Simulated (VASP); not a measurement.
# NaH (Fm-3m) in VASP: a series of runs

One crystal, NaH, is run at these levels: PBE; tasks: single point, relaxation of cell and atoms.

All numbers are computed with VASP 6.6.1; they aren't measurements. Logs are shortened: lines on timing, memory, paths and dates and some standing lists are left out, and cuts for length are marked.

## (1) The structure

Symmetry: Fm-3m, No. 225, cubic system. The conventional cell has a = 4.880 Å, b = 4.880 Å, c = 4.880 Å, α = 90.00°, β = 90.00°, γ = 90.00°. Na (site symmetry m-3m) is surrounded by 6 H at 2.44 Å. H (site symmetry m-3m) is surrounded by 6 Na at 2.44 Å.

## (2) Single point, PBE

The input, INCAR:

```
SYSTEM = NaH
  PREC = Accurate
  ENCUT = 520
  EDIFF = 1E-7
  ISMEAR = 0
  SIGMA = 0.1
  LREAL = .FALSE.
  LASPH = .TRUE.
  NELM = 100
  ALGO = Fast
  ISIF = 2
  LWAVE = .FALSE.
  LCHARG = .FALSE.
  GGA = PE
  NBANDS = 11
```

The input, KPOINTS:

```
Automatic mesh
0
G
  6 6 6
  0 0 0
```

The input, POSCAR:

```
NaH
1.0
    0.0000000000      2.4400000000      2.4400000000
    2.4400000000      0.0000000000      2.4400000000
    2.4400000000      2.4400000000      0.0000000000
Na H
1 1
Direct
    0.0000000000      0.0000000000      0.0000000000
    0.5000000000      0.5000000000      0.5000000000
```

Potentials or basis: VASP PAW PBE potentials, release 64 (Na_pv, H).

Started as:

```sh
$ cat potpaw_PBE.64/Na_pv/POTCAR potpaw_PBE.64/H/POTCAR > POTCAR
$ mpirun -np 1 vasp_std > vasp.out
```

OUTCAR:

```text
SYSTEM = NaH
   PREC = Accurate
   ENCUT = 520
   EDIFF = 1E-7
   ISMEAR = 0
   LREAL = .FALSE.
   LASPH = .TRUE.
   NELM = 100
   ISIF = 2
   GGA = PE

 ion  position               nearest neighbor table
   1  0.000  0.000  0.000-
   2  0.500  0.500  0.500-

  LATTYP: Found a face centered cubic cell.
 ALAT       =     4.8800000000

  Lattice vectors:

 A1 = (   0.0000000000,   2.4400000000,   2.4400000000)
 A2 = (   2.4400000000,   0.0000000000,   2.4400000000)
 A3 = (   2.4400000000,   2.4400000000,   0.0000000000)

Analysis of symmetry for initial positions (statically):
=====================================================================
 Subroutine PRICEL returns:
 Original cell was already a primitive cell.

 Routine SETGRP: Setting up the symmetry group for a
 face centered cubic supercell.

 Subroutine GETGRP returns: Found 48 space group operations
 (whereof 48 operations were pure point group operations)
 out of a pool of 48 trial point group operations.

The static configuration has the point symmetry O_h .

Analysis of symmetry for dynamics (positions and initial velocities):
=====================================================================
 Subroutine PRICEL returns:
 Original cell was already a primitive cell.

 Routine SETGRP: Setting up the symmetry group for a
 face centered cubic supercell.

 Subroutine GETGRP returns: Found 48 space group operations
 (whereof 48 operations were pure point group operations)
 out of a pool of 48 trial point group operations.

The dynamic configuration has the point symmetry O_h .

 Subroutine INISYM returns: Found 48 space group operations
 (whereof 48 operations are pure point group operations),
 and found     1 'primitive' translations

----------------------------------------------------------------------------------------

                                     Primitive cell

  volume of cell :      29.0536

  direct lattice vectors                    reciprocal lattice vectors
     0.000000000  2.440000000  2.440000000    -0.204918033  0.204918033  0.204918033
     2.440000000  0.000000000  2.440000000     0.204918033 -0.204918033  0.204918033
     2.440000000  2.440000000  0.000000000     0.204918033  0.204918033 -0.204918033

  length of vectors
     3.450681092  3.450681092  3.450681092     0.354928444  0.354928444  0.354928444

  position of ions in fractional coordinates (direct lattice)
     0.000000000  0.000000000  0.000000000
     0.500000000  0.500000000  0.500000000

  ion indices of the primitive-cell ions
   primitive index   ion index
                 1           1
                 2           2

----------------------------------------------------------------------------------------

 KPOINTS: Automatic mesh

Automatic generation of k-mesh.
 Grid dimensions read from file:
 generate k-points for:    6    6    6

 Generating k-lattice:

  Cartesian coordinates                     Fractional coordinates (reciprocal lattice)
    -0.034153005  0.034153005  0.034153005     0.166666667  0.000000000  0.000000000
     0.034153005 -0.034153005  0.034153005     0.000000000  0.166666667  0.000000000
     0.034153005  0.034153005 -0.034153005     0.000000000  0.000000000  0.166666667

  Length of vectors
     0.059154741  0.059154741  0.059154741

  Shift w.r.t. Gamma in fractional coordinates (k-lattice)
     0.000000000  0.000000000  0.000000000

 Subroutine IBZKPT returns following result:
 ===========================================

 Found     16 irreducible k-points:

 Following reciprocal coordinates:
            Coordinates               Weight
  0.000000  0.000000  0.000000      1.000000
  0.166667  0.000000  0.000000      8.000000
  0.333333  0.000000  0.000000      8.000000
  0.500000  0.000000  0.000000      4.000000
  0.166667  0.166667  0.000000      6.000000
  0.333333  0.166667  0.000000     24.000000
[... 8 lines left out ...]
 -0.333333  0.333333  0.166667     24.000000
 -0.333333  0.500000  0.166667     12.000000
   k-points           NKPTS =     16   k-points in BZ     NKDIM =     16   number of bands    NBANDS=     11
   number of dos      NEDOS =    301   number of ions     NIONS =      2
   total plane-waves  NPLWV =  21952
   dimension x,y,z NGX =    28 NGY =   28 NGZ =   28
   dimension x,y,z NGXF=    56 NGYF=   56 NGZF=   56
   ions per type =               1   1
   NGX,Y,Z   is equivalent  to a cutoff of  13.49, 13.49, 13.49 a.u.
   NGXF,Y,Z  is equivalent  to a cutoff of  26.98, 26.98, 26.98 a.u.
 SYSTEM =  NaH
   PREC   = accura    normal or accurate (medium, high low for compatibility)
   ISTART =      0    job   : 0-new  1-cont  2-samecut
   ICHARG =      2    charge: 1-file 2-atom 10-const
   ISPIN  =      1    spin polarized calculation?
   LNONCOLLINEAR =      F non collinear calculations
   LSORBIT =      F    spin-orbit coupling
   LASPH  =      T    aspherical Exc in radial PAW
   ENCUT  =  520.0 eV  38.22 Ry    6.18 a.u.   6.42  6.42  6.42*2*pi/ulx,y,z
   NELM   =    100;   NELMIN=  2; NELMDL= -5     # of ELM steps
   EDIFF  = 0.1E-06   stopping-criterion for ELM
   LREAL  =      F    real-space projection
   EDIFFG = 0.1E-05   stopping-criterion for IOM
   NSW    =      0    number of steps for IOM
   IBRION =     -1    ionic relax: 0-MD 1-quasi-New 2-CG
   NFREE  =      0    steps in history (QN), initial steepest desc. (CG)
   ISIF   =      2    stress and relaxation
   ISYM   =      2    0-nonsym 1-usesym 2-fastsym
   POTIM  = 0.5000    time-step for ionic-motion
   TEBEG  =    0.0;   TEEND  =   0.0 temperature during run
   PSTRESS=    0.0 pullay stress
   NELECT =       8.0000    total number of electrons
   NUPDOWN=      -1.0000    fix difference up-down
   EMIN   =  10.00;   EMAX   =-10.00  energy-range for DOS
   EFERMI =   0.00;   METHOD = LEGACY
   ISMEAR =     0;   SIGMA  =   0.10  broadening in eV -4-tet -1-fermi 0-gaus
   EFERMI_NEDOS =   21; number of points for ismear=-14 and -15
   IALGO  =     68    algorithm
   IMIX   =      4    mixing-type and parameters
     AMIX     =   0.40;   BMIX     =  1.00
     AMIX_MAG =   1.60;   BMIX_MAG =  1.00
  volume/ion in A,a.u.               =      14.53        98.03
  Fermi-wavevector in a.u.,A,eV,Ry     =   1.065054  2.012660 15.433636  1.134340
  Thomas-Fermi vector in A             =   2.200593
   LORBIT       =      0    0 simple, 1 ext, 2 COOP (PROOUT), +10 PAW based schemes
   GGA     = PE    functional components
   LHFCALC =     F    Hartree Fock is set to
   AEXX    =    0.0000 exact exchange contribution
   IVDW    =     0    specifies the selected vdW correction
   LEPSILON=     F    determine dielectric tensor
   LRPA    =     F    only Hartree local field effects (RPA)
 non-spin polarized calculation
 RMM-DIIS sequential band-by-band and
 Gauss-broadening in eV      SIGMA  =   0.10
  energy-cutoff  :      520.00
  volume of cell :       29.05
 maximum number of plane-waves:       797
 NGX is ok and might be reduce to    28
   NGX = 13   NGY = 13   NGZ = 13

 number of electron       8.0000008 magnetization

 Free energy of the ion-electron system (eV)
  ---------------------------------------------------
  ext. energy  EPLUGINS =         0.00000000
  ---------------------------------------------------
  free energy    TOTEN  =        -5.08607625 eV

  energy without entropy =       -5.08607625  energy(sigma->0) =       -5.08607625

 E-fermi :  -0.7801     XC(G=0):  -7.6722

 val. band max:       -1.2490846749   @ k =  -0.3333   0.5000   0.1667
 cond. band min:       2.5067590419   @ k =   0.5000   0.0000   0.0000
 fundamental gap:      3.7558437168
 Fermi energy:        -0.7800914562

 k-point     1 :       0.0000    0.0000    0.0000
  band No.  band energies     occupation
      1     -23.3597      2.00000
      2     -23.3597      2.00000
      3     -23.3597      2.00000
      4      -4.7405      2.00000
      5       8.9585      0.00000
      6      14.1803      0.00000
      7      14.1803      0.00000
      8      14.1803      0.00000
      9      14.9678      0.00000
     10      14.9678      0.00000
     11      14.9678      0.00000

 k-point     2 :       0.1667    0.0000    0.0000
  band No.  band energies     occupation
      1     -23.3811      2.00000
      2     -23.3623      2.00000
      3     -23.3623      2.00000
      4      -4.2795      2.00000
      5       7.4703      0.00000
      6      10.9422      0.00000
      7      13.0687      0.00000
      8      13.0687      0.00000
      9      16.2311      0.00000
     10      16.2311      0.00000
     11      16.5042      0.00000

 k-point     3 :       0.3333    0.0000    0.0000
  band No.  band energies     occupation
      1     -23.4233      2.00000
      2     -23.3674      2.00000
      3     -23.3674      2.00000
      4      -3.0481      2.00000
      5       4.2892      0.00000
      6       9.6762      0.00000
      7      12.2574      0.00000
      8      12.2575      0.00000
      9      15.3807      0.00000
     10      15.3807      0.00000
     11      17.5164      0.00000

 k-point     4 :       0.5000    0.0000    0.0000
  band No.  band energies     occupation
      1     -23.4441      2.00000
      2     -23.3700      2.00000
      3     -23.3700      2.00000
      4      -2.0461      2.00000
      5       2.5068      0.00000
      6       9.3770      0.00000
      7      11.9982      0.00000
      8      11.9982      0.00000
      9      14.8546      0.00000
     10      14.8547      0.00000
     11      17.3326      0.00000

 k-point     5 :       0.1667    0.1667    0.0000
  band No.  band energies     occupation
      1     -23.3803      2.00000
      2     -23.3669      2.00000
      3     -23.3669      2.00000
      4      -4.1320      2.00000
      5       7.4262      0.00000
      6      11.4718      0.00000
      7      11.5700      0.00000
      8      11.5700      0.00000
      9      15.0259      0.00000
     10      16.9341      0.00000
     11      18.8918      0.00000
[... 99 lines left out ...]
 k-point    13 :       0.5000    0.5000    0.0000
  band No.  band energies     occupation
      1     -23.4352      2.00000
      2     -23.3886      2.00000
      3     -23.3886      2.00000
      4      -1.3753      2.00000
      5       3.3760      0.00000
      6       8.7197      0.00000
      7       9.2881      0.00000
      8       9.2881      0.00000
      9      10.2626      0.00000
     10      22.0753      0.00000
     11      23.9474      0.00000

 k-point    14 :       0.5000    0.3333    0.1667
  band No.  band energies     occupation
      1     -23.4211      2.00000
      2     -23.3918      2.00000
      3     -23.3772      2.00000
      4      -2.1674      2.00000
      5       4.4792      0.00000
      6       6.4556      0.00000
      7       9.2690      0.00000
      8      13.9193      0.00000
      9      14.1603      0.00000
     10      16.3816      0.00000
     11      20.1604      0.00000

 k-point    15 :      -0.3333    0.3333    0.1667
  band No.  band energies     occupation
      1     -23.4233      2.00000
      2     -23.4014      2.00000
      3     -23.3819      2.00000
      4      -1.4600      2.00000
      5       3.8285      0.00000
      6       5.5820      0.00000
      7       8.4446      0.00000
      8      13.9541      0.00000
      9      15.1952      0.00000
     10      17.5604      0.00000
     11      19.3861      0.00000

 k-point    16 :      -0.3333    0.5000    0.1667
  band No.  band energies     occupation
      1     -23.4235      2.00000
      2     -23.4002      2.00000
      3     -23.3899      2.00000
      4      -1.2491      2.00000
      5       3.9839      0.00000
      6       5.8328      0.00000
      7       7.3277      0.00000
      8      13.5371      0.00000
      9      13.5424      0.00000
     10      19.1572      0.00000
     11      19.4129      0.00000

------------------------ aborting loop because EDIFF is reached ----------------------------------------

  FORCE on cell =-STRESS in cart. coord.  units (eV):
  Direction    XX          YY          ZZ          XY          YZ          ZX
  --------------------------------------------------------------------------------------
  -------------------------------------------------------------------------------------
  Total       -0.1246003     -0.1246003     -0.1246003     -0.0000000     -0.0000000      0.0000000
  in kB       -6.8711596     -6.8711596     -6.8711596     -0.0000000     -0.0000000      0.0000000
  external PRESSURE =      -6.8711596 kB  Pullay stress =       0.0000000 kB

 VOLUME and BASIS-vectors are now :
 -----------------------------------------------------------------------------
  energy-cutoff  :      520.00
  volume of cell :       29.05
      direct lattice vectors                 reciprocal lattice vectors
     0.000000000  2.440000000  2.440000000    -0.204918033  0.204918033  0.204918033
     2.440000000  0.000000000  2.440000000     0.204918033 -0.204918033  0.204918033
     2.440000000  2.440000000  0.000000000     0.204918033  0.204918033 -0.204918033

 POSITION                                       TOTAL-FORCE (eV/Angst)
 -----------------------------------------------------------------------------------
      0.00000      0.00000      0.00000         0.000000     -0.000000      0.000000
      2.44000      2.44000      2.44000         0.000000      0.000000     -0.000000
 -----------------------------------------------------------------------------------
    total drift:                               -0.000000     -0.000000     -0.000000

  FREE ENERGIE OF THE ION-ELECTRON SYSTEM (eV)
  ---------------------------------------------------
  free  energy   TOTEN  =        -5.0860762463 eV

  energy  without entropy=       -5.0860762463  energy(sigma->0) =       -5.08607625
```

It took 4.7 s on 1 thread of Intel Xeon 6975P-C (Granite Rapids), shared host; peak memory 0.14 GiB.

What came out:

```
Free energy            : -5.0861 eV
Pressure               : -0.7 GPa
Band gap on the k mesh : 3.76 eV, indirect (least direct gap 4.55 eV)
```

(Continued in part 2 of 2.)
